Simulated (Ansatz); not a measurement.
A crystal relaxed with r2SCAN+rVV10 in Ansatz 0.2.0 has space group P6_3mc (No. 186) and a = 4.086 Å, c = 7.469 Å.

| atom | site | x | y | z |
| --- | --- | --- | --- | --- |
| Xx | 2a | 0.0000 | 0.0000 | 0.9829 |
| S | 2b | 0.3333 | 0.6667 | 0.1963 |

With r2SCAN the valence top lies at Γ–M (0.10 of the way from Γ) and the conduction bottom at M, 0.57 eV higher; the smallest vertical gap, at Γ, is 0.99 eV. The HSE06 gap is indirect, 0.70 eV (Γ to M), below the direct gap of 1.08 eV at Γ. Meshes: r2SCAN 12×12×4, HSE06 6×6×2. r2SCAN's ε∞ is 10.2 along x and y, 11.9 along z.

**Question.** Which element is Xx?
A. Si
B. Ge
C. Pb
D. C

**Answer.** C. Xx is Pb: PbS (P6_3mc) from a database of computed structures. Pb has 6 S at 2.85–3.19 Å; S has 6 Pb at 2.85–3.19 Å.

Calculated for a static, non-magnetic cell.

Spin-orbit coupling is left out; in compounds of Pb, Bi, Tl or Hg it can lower a gap by up to about 1 eV, split its edges or invert the bands.

Where an edge lies off the special points, it is a point of the mesh or the k point where a search put PBE's edge or least direct gap, reused for the other functionals, whose own edges may lie a little apart.

The meshes of the hybrids are coarse, so their gaps aren't converged to the digits shown.
